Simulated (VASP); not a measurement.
Input and output of a VASP r²SCAN single-point calculation on InAs (strained zincblende)

INCAR

```
NELM = 120
LREAL = .FALSE.
PREC = Accurate
ALGO = Normal
ISMEAR = -1
LWAVE = .FALSE.
LCHARG = .FALSE.
EDIFF = 1E-7
LASPH = .TRUE.
NBANDS = 16
ISIF = 2
METAGGA = R2SCAN
SIGMA = 0.02
IBRION = -1
ENCUT = 520
NSW = 0
```

KPOINTS

```
KPOINTS created by Atomic Simulation Environment
0
Gamma
8 8 8
0 0 0
```

KPOINTS_OPT

```
special points
7
Reciprocal
0.0000000000 0.0000000000 0.0000000000 1
-0.5000000000 -0.5000000000 0.0000000000 1
-0.3750000000 -0.3750000000 0.2500000000 1
-0.3750000000 0.0000000000 0.3750000000 1
0.0000000000 0.0000000000 0.5000000000 1
-0.5000000000 -0.2500000000 0.2500000000 1
-0.0136720000 0.0000000000 -0.0136720000 1
```

POSCAR

```
In As
 1.0000000000000000
     0.0000000000000000    3.0851363778000001    3.0212965019000002
     3.0851363778000001    0.0000000000000000    3.0212965019000002
     3.0851363778000001    3.0851363778000001    0.0000000000000000
 In  As
   1   1
Cartesian
  0.0000000000000000  0.0000000000000000  0.0000000000000000
  1.5425681889000000  1.5425681889000000  1.5106482509500001
```

VASP ran with the recommended PBE PAW datasets (18 valence electrons in the cell).

Command

```
mpirun -np 1 vasp_std
```

OSZICAR

```
N       E                     dE             d eps       ncg     rms          rms(c)
DAV:   1     0.820695338223E+02    0.82070E+02   -0.84895E+03  1896   0.123E+03
DAV:   2    -0.336544166083E+02   -0.11572E+03   -0.11053E+03  2048   0.293E+02
DAV:   3    -0.412483669510E+02   -0.75940E+01   -0.75576E+01  2440   0.761E+01
DAV:   4    -0.414513079724E+02   -0.20294E+00   -0.20287E+00  2408   0.138E+01
DAV:   5    -0.414611973068E+02   -0.98893E-02   -0.98891E-02  2840   0.251E+00    0.581E+00
DAV:   6    -0.380635558506E+02    0.33976E+01   -0.15128E+00  2360   0.263E+01    0.288E+00
DAV:   7    -0.380470120438E+02    0.16544E-01   -0.21094E-01  2192   0.351E+00    0.175E+00
DAV:   8    -0.380548554105E+02   -0.78434E-02   -0.18449E-02  2632   0.117E+00    0.691E-01
DAV:   9    -0.380562240273E+02   -0.13686E-02   -0.18274E-03  2640   0.336E-01    0.223E-01
DAV:  10    -0.380562545241E+02   -0.30497E-04   -0.15744E-04  2568   0.118E-01    0.186E-01
DAV:  11    -0.380562819649E+02   -0.27441E-04   -0.95165E-05  2328   0.149E-01    0.229E-02
DAV:  12    -0.380562787013E+02    0.32636E-05   -0.13973E-05  2592   0.291E-02    0.342E-02
DAV:  13    -0.380562792327E+02   -0.53134E-06   -0.34203E-06  2672   0.287E-02    0.930E-03
DAV:  14    -0.380562795821E+02   -0.34948E-06   -0.70573E-07  2432   0.891E-03    0.184E-02
DAV:  15    -0.380562793989E+02    0.18327E-06   -0.17972E-07  1496   0.806E-03    0.642E-03
DAV:  16    -0.380562793718E+02    0.27025E-07   -0.68994E-08  1344   0.369E-03
   1 F= -.38056279E+02 E0= -.38056226E+02  d E =-.107216E-03
       N       E                     dE             ncg
DAV:   1     0.156035259306E+04   -0.31098E+04      224
DAV:   2     0.737830034744E+03   -0.82252E+03      224
DAV:   3     0.681556519371E+03   -0.56274E+02      288
DAV:   4     0.680129572088E+03   -0.14269E+01      280
DAV:   5     0.680044273499E+03   -0.85299E-01      360
DAV:   6     0.680041701741E+03   -0.25718E-02      296
DAV:   7     0.680041642076E+03   -0.59665E-04      368
DAV:   8     0.680041641657E+03   -0.41897E-06      288
DAV:   9     0.680041641649E+03   -0.88476E-08      264
```

From OUTCAR

```
k-points           NKPTS =     59   k-points in BZ     NKDIM =     59   number of bands    NBANDS=     16

   NELECT =      18.0000    total number of electrons

   dimension x,y,z NGX =    32 NGY =   32 NGZ =   32
   dimension x,y,z NGXF=    64 NGYF=   64 NGZF=   64

  energy-cutoff  :      520.00
  volume of cell :       57.51
      direct lattice vectors                 reciprocal lattice vectors
     0.000000000  3.085136378  3.021296502    -0.162067390  0.162067390  0.165491867
     3.085136378  0.000000000  3.021296502     0.162067390 -0.162067390  0.165491867
     3.085136378  3.085136378  0.000000000     0.162067390  0.162067390 -0.165491867

 k-points in reciprocal lattice and weights: KPOINTS created by Atomic Simulation Env
   0.00000000  0.00000000  0.00000000       0.002
   0.12500000  0.00000000  0.00000000       0.016
   0.25000000  0.00000000  0.00000000       0.016
   0.37500000  0.00000000  0.00000000       0.016
   0.50000000  0.00000000  0.00000000       0.008
   0.12500000  0.12500000  0.00000000       0.004
   0.25000000  0.12500000  0.00000000       0.016
   0.37500000  0.12500000  0.00000000       0.016
   ...

 E-fermi :   3.9274

 k-point     1 :       0.0000    0.0000    0.0000
  band No.  band energies     occupation
      1     -10.9007      2.00000
      2     -10.9006      2.00000
      3     -10.8936      2.00000
      4     -10.7702      2.00000
      5     -10.7659      2.00000
      6      -8.1636      2.00000
      7       3.8462      1.96608
      8       3.8462      1.96608
      9       3.9073      1.46405
     10       3.9441      0.60496
     11       8.1018      0.00000
     12       8.1479      0.00000
     13       8.1479      0.00000
     14      11.7931      0.00000
     15      13.7795      0.00000
     16      14.1100      0.00000

 k-point     2 :       0.1250    0.0000    0.0000
  band No.  band energies     occupation
      1     -10.9173      2.00000
      2     -10.8951      2.00000
      3     -10.8902      2.00000
      4     -10.7704      2.00000
      5     -10.7657      2.00000
      6      -8.0052      2.00000
      7       2.0719      2.00000
      8       3.6575      2.00000
      9       3.7357      1.99986
     10       5.1686      0.00000
     11       8.2364      0.00000
     12       8.4159      0.00000
     13       8.4199      0.00000
     14      12.6247      0.00000
     15      12.9985      0.00000
     16      13.2238      0.00000

 k-point     3 :       0.2500    0.0000    0.0000
  band No.  band energies     occupation
      1     -10.9592      2.00000
      2     -10.8829      2.00000
      3     -10.8785      2.00000
      4     -10.7698      2.00000
      5     -10.7639      2.00000
      6      -7.5732      2.00000
      7       0.2473      2.00000
      8       3.2787      2.00000
      9       3.3829      2.00000
     10       5.3774      0.00000
     11       8.8157      0.00000
     12       8.8418      0.00000
     13       9.3513      0.00000
     14      12.6550      0.00000
     15      12.8349      0.00000
     16      12.9722      0.00000

 k-point     4 :       0.3750    0.0000    0.0000
  band No.  band energies     occupation
      1     -10.9983      2.00000
      2     -10.8729      2.00000
      3     -10.8687      2.00000
      4     -10.7670      2.00000
      5     -10.7598      2.00000
      6      -7.0282      2.00000
      7      -1.2007      2.00000
      8       2.9687      2.00000
      9       3.0951      2.00000
     10       5.1888      0.00000
     11       8.8783      0.00000
     12       8.9903      0.00000
     13      10.7398      0.00000
     14      12.5611      0.00000
     15      13.8121      0.00000
     16      13.8710      0.00000

 k-point     5 :       0.5000    0.0000    0.0000
  band No.  band energies     occupation
      1     -11.0137      2.00000
      2     -10.8695      2.00000
      3     -10.8653      2.00000
      4     -10.7651      2.00000
      5     -10.7573      2.00000
      6      -6.7433      2.00000
      7      -1.7966      2.00000
      8       2.8541      2.00000
      9       2.9888      2.00000
     10       5.0982      0.00000
     11       8.8357      0.00000
     12       8.9706      0.00000
     13      11.1088      0.00000
     14      13.3215      0.00000
     15      15.0286      0.00000
     16      15.1990      0.00000

 k-point     6 :       0.1250    0.1250    0.0000
  band No.  band energies     occupation
      1     -10.9251      2.00000
      2     -10.8897      2.00000
      3     -10.8897      2.00000
      4     -10.7747      2.00000
      5     -10.7625      2.00000
      6      -7.9476      2.00000
      7       2.0410      2.00000
      8       3.3355      2.00000
      9       3.3355      2.00000
     10       5.7855      0.00000
     11       7.4042      0.00000
     12       8.8884      0.00000
     13       8.8884      0.00000
     14      12.1226      0.00000
     15      13.0749      0.00000
     16      13.9643      0.00000

 k-point     7 :       0.2500    0.1250    0.0000
  band No.  band energies     occupation
      1     -10.9614      2.00000
      2     -10.8780      2.00000
      3     -10.8770      2.00000
      4     -10.7781      2.00000
      5     -10.7591      2.00000
      6      -7.6020      2.00000
      7       0.6631      2.00000
      8       2.9142      2.00000
      9       2.9592      2.00000
     10       6.2696      0.00000
     11       7.4645      0.00000
     12       9.4836      0.00000
     13       9.5064      0.00000
     14      11.7627      0.00000
     15      13.8146      0.00000
     16      13.9189      0.00000

 k-point     8 :       0.3750    0.1250    0.0000
  band No.  band energies     occupation
      1     -10.9987      2.00000
      2     -10.8677      2.00000
      3     -10.8660      2.00000
      4     -10.7771      2.00000
      5     -10.7559      2.00000
      6      -7.0813      2.00000
      7      -0.7985      2.00000
      8       2.4986      2.00000
      9       2.6379      2.00000
     10       6.1279      0.00000
     11       8.2694      0.00000
     12       9.5956      0.00000
     13       9.8962      0.00000
     14      12.7115      0.00000
     15      13.8391      0.00000
     16      14.5398      0.00000

 k-point     9 :       0.5000    0.1250    0.0000
  band No.  band energies     occupation
      1     -11.0189      2.00000
      2     -10.8623      2.00000
      3     -10.8620      2.00000
      4     -10.7716      2.00000
      5     -10.7560      2.00000
      6      -6.6777      2.00000
      7      -1.6690      2.00000
      8       2.1481      2.00000
      9       2.6065      2.00000
     10       5.9882      0.00000
     11       8.5386      0.00000
     12       9.3834      0.00000
     13      11.0120      0.00000
     14      13.1320      0.00000
     15      14.6001      0.00000
     16      15.2262      0.00000

 k-point    10 :      -0.3750    0.1250    0.0000
  band No.  band energies     occupation
      1     -11.0129      2.00000
      2     -10.8654      2.00000
      3     -10.8623      2.00000
      4     -10.7671      2.00000
      5     -10.7613      2.00000
      6      -6.7845      2.00000
      7      -1.4671      2.00000
      8       2.0420      2.00000
      9       2.8254      2.00000
     10       6.0106      0.00000
     11       8.7061      0.00000
     12       9.1875      0.00000
     13      10.9642      0.00000
     14      13.3773      0.00000
     15      13.4741      0.00000
     16      14.8593      0.00000

 k-point    11 :      -0.2500    0.1250    0.0000
  band No.  band energies     occupation
      1     -10.9838      2.00000
      2     -10.8759      2.00000
      3     -10.8672      2.00000
      4     -10.7671      2.00000
      5     -10.7664      2.00000
      6      -7.2811      2.00000
      7      -0.3501      2.00000
      8       2.2572      2.00000
      9       3.2184      2.00000
     10       6.1281      0.00000
     11       8.8394      0.00000
     12       8.9545      0.00000
     13       9.6171      0.00000
     14      12.2296      0.00000
     15      13.3908      0.00000
     16      14.5762      0.00000

 k-point    12 :      -0.1250    0.1250    0.0000
  band No.  band energies     occupation
      1     -10.9456      2.00000
      2     -10.8889      2.00000
      3     -10.8773      2.00000
      4     -10.7682      2.00000
      5     -10.7677      2.00000
      6      -7.7592      2.00000
      7       1.0533      2.00000
      8       2.8915      2.00000
      9       3.5945      2.00000
     10       5.8928      0.00000
     11       8.2340      0.00000
     12       8.5374      0.00000
     13       9.2020      0.00000
     14      12.1462      0.00000
     15      12.9183      0.00000
     16      13.7030      0.00000

 ...

  Total       -0.2665166     -0.2665166     -0.0047000      0.0000000      0.0000000      0.0000000
  in kB       -7.4244251     -7.4244251     -0.1309297      0.0000000      0.0000000      0.0000000
  external PRESSURE =      -4.9932600 kB  Pullay stress =       0.0000000 kB

 POSITION                                       TOTAL-FORCE (eV/Angst)
 -----------------------------------------------------------------------------------
      0.00000      0.00000      0.00000        -0.000000     -0.000000      0.000000
      1.54257      1.54257      1.51065         0.000000      0.000000     -0.000000
 -----------------------------------------------------------------------------------
    total drift:                                0.000000      0.000000     -0.000005

  FREE ENERGIE OF THE ION-ELECTRON SYSTEM (eV)
  ---------------------------------------------------
  free  energy   TOTEN  =       -38.0562793718 eV

  energy  without entropy=      -38.0561721553  energy(sigma->0) =      -38.05622576
```

| Property | Result |
| --- | --- |
| gap between bands v and c | 0.01 eV |
| least direct gap | 0.04 eV |
| pressure | -0.5 GPa |

Band v is the last that the valence electrons fill when counted band by band, and c is the next.

The run took about 2.7 min on one core of a shared host (Intel Xeon Platinum 8488C) and held 0.23 GiB at most.
